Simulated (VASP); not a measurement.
## VASP 6.6.1 run: Si

INCAR

```
NSW = 0
SIGMA = 0.02
ENCUT = 520
PREC = Accurate
NELM = 120
LWAVE = .FALSE.
ISMEAR = -1
GGA = PE
ISIF = 2
LCHARG = .FALSE.
NBANDS = 11
EDIFF = 1E-7
IBRION = -1
LASPH = .TRUE.
LREAL = .FALSE.
```

KPOINTS

```
KPOINTS created by Atomic Simulation Environment
0
Gamma
3 3 3
0 0 0
```

POSCAR

```
Si
 1.0000000000000000
     0.0000000000000000    2.6540659233000001    2.7713727607999998
     2.6540659233000001    0.0000000000000000    2.7713727607999998
     2.6540659233000001    2.6540659233000001    0.0000000000000000
 Si
   2
Cartesian
  0.0000000000000000  0.0000000000000000  0.0000000000000000
  1.3270329616500001  1.3270329616500001  1.3856863803999999
```

The recommended PBE PAW datasets give the neutral cell 8 valence electrons.

Command

```
mpirun -np 1 vasp_std
```

OSZICAR

```
N       E                     dE             d eps       ncg     rms          rms(c)
DAV:   1     0.868339192409E+01    0.86834E+01   -0.31306E+03   132   0.556E+02
DAV:   2    -0.977301462020E+01   -0.18456E+02   -0.17544E+02   161   0.857E+01
DAV:   3    -0.104297368340E+02   -0.65672E+00   -0.65405E+00   167   0.134E+01
DAV:   4    -0.104350117309E+02   -0.52749E-02   -0.52699E-02   156   0.149E+00
DAV:   5    -0.104350592465E+02   -0.47516E-04   -0.47515E-04   167   0.142E-01    0.528E+00
DAV:   6    -0.102541266547E+02    0.18093E+00   -0.98704E-02   150   0.133E+00    0.325E+00
DAV:   7    -0.101747860048E+02    0.79341E-01   -0.19369E-01   147   0.200E+00    0.255E-01
DAV:   8    -0.101774115859E+02   -0.26256E-02   -0.91727E-03   153   0.511E-01    0.805E-02
DAV:   9    -0.101777780334E+02   -0.36645E-03   -0.33285E-04   153   0.108E-01    0.665E-02
DAV:  10    -0.101778268238E+02   -0.48790E-04   -0.48436E-05   153   0.403E-02    0.114E-02
DAV:  11    -0.101778267792E+02    0.44518E-07   -0.25463E-06   161   0.833E-03    0.286E-03
DAV:  12    -0.101778268692E+02   -0.89949E-07   -0.48859E-07   153   0.440E-03
   1 F= -.10177827E+02 E0= -.10177825E+02  d E =-.290221E-05
```

From OUTCAR

```
k-points           NKPTS =      6   k-points in BZ     NKDIM =      6   number of bands    NBANDS=     11

   NELECT =       8.0000    total number of electrons

   dimension x,y,z NGX =    30 NGY =   30 NGZ =   28
   dimension x,y,z NGXF=    60 NGYF=   60 NGZF=   56

  energy-cutoff  :      520.00
  volume of cell :       39.04
      direct lattice vectors                 reciprocal lattice vectors
     0.000000000  2.654065923  2.771372761    -0.188390196  0.188390196  0.180416004
     2.654065923  0.000000000  2.771372761     0.188390196 -0.188390196  0.180416004
     2.654065923  2.654065923  0.000000000     0.188390196  0.188390196 -0.180416004

 k-points in reciprocal lattice and weights: KPOINTS created by Atomic Simulation Env
   0.00000000  0.00000000  0.00000000       0.037
   0.33333333  0.00000000  0.00000000       0.296
   0.33333333  0.33333333  0.00000000       0.074
  -0.33333333  0.33333333  0.00000000       0.148
   0.33333333  0.00000000  0.33333333       0.148
  -0.33333333 -0.00000000  0.33333333       0.296

 E-fermi :   6.5062

 k-point     1 :       0.0000    0.0000    0.0000
  band No.  band energies     occupation
      1      -5.9587      2.00000
      2       5.9830      2.00000
      3       6.3051      1.99991
      4       6.3051      1.99991
      5       8.6829      0.00000
      6       8.6829      0.00000
      7       8.8377      0.00000
      8       9.8414      0.00000
      9      13.4626      0.00000
     10      14.2563      0.00000
     11      14.2788      0.00000

 k-point     2 :       0.3333    0.0000    0.0000
  band No.  band energies     occupation
      1      -4.5446      2.00000
      2       0.7698      2.00000
      3       4.9758      2.00000
      4       5.3620      2.00000
      5       7.9637      0.00000
      6       9.5871      0.00000
      7       9.7985      0.00000
      8      14.1148      0.00000
      9      14.1208      0.00000
     10      14.2103      0.00000
     11      15.5818      0.00000

 k-point     3 :       0.3333    0.3333    0.0000
  band No.  band energies     occupation
      1      -4.0993      2.00000
      2       0.9326      2.00000
      3       3.9072      2.00000
      4       3.9072      2.00000
      5       7.1070      0.00000
      6       8.1917      0.00000
      7      13.5132      0.00000
      8      13.5132      0.00000
      9      16.0940      0.00000
     10      16.3449      0.00000
     11      19.1702      0.00000

 k-point     4 :      -0.3333    0.3333    0.0000
  band No.  band energies     occupation
      1      -2.5971      2.00000
      2      -0.7931      2.00000
      3       1.5360      2.00000
      4       4.2595      2.00000
      5       7.9576      0.00000
      6      12.3355      0.00000
      7      12.7668      0.00000
      8      13.2464      0.00000
      9      13.7685      0.00000
     10      13.8922      0.00000
     11      20.0792      0.00000

 k-point     5 :       0.3333    0.0000    0.3333
  band No.  band energies     occupation
      1      -3.9610      2.00000
      2       1.2721      2.00000
      3       3.5757      2.00000
      4       3.6358      2.00000
      5       6.7212      0.00004
      6       8.0692      0.00000
      7      13.1243      0.00000
      8      13.9812      0.00000
      9      15.6232      0.00000
     10      16.7093      0.00000
     11      19.6384      0.00000

 ...

  Total        1.9995617      1.9995617      0.8609019      0.0000000     -0.0000000     -0.0000000
  in kB       82.0534865     82.0534865     35.3277434      0.0000000     -0.0000000     -0.0000000
  external PRESSURE =      66.4782388 kB  Pullay stress =       0.0000000 kB

 POSITION                                       TOTAL-FORCE (eV/Angst)
 -----------------------------------------------------------------------------------
      0.00000      0.00000      0.00000        -0.000000     -0.000000     -0.000000
      1.32703      1.32703      1.38569         0.000000      0.000000      0.000000
 -----------------------------------------------------------------------------------
    total drift:                               -0.000000     -0.000000     -0.000000

  FREE ENERGIE OF THE ION-ELECTRON SYSTEM (eV)
  ---------------------------------------------------
  free  energy   TOTEN  =       -10.1778268692 eV

  energy  without entropy=      -10.1778239670  energy(sigma->0) =      -10.17782542
```

It converged. Results: gap between bands v and c on the k mesh 0.42 eV; least direct gap on the k mesh 2.38 eV; pressure 6.6 GPa. Band v is the last that the valence electrons fill when counted band by band, and c is the next.

These settings aren't sound, so the numbers aren't properties of the crystal.

On sound settings PBE gives a gap of 0.34 eV on its mesh and a pressure of 4.5 GPa for the intended cell.

The run took about 4.9 s on one core of a shared host (Intel Xeon Platinum 8488C) and held 0.15 GiB at most.
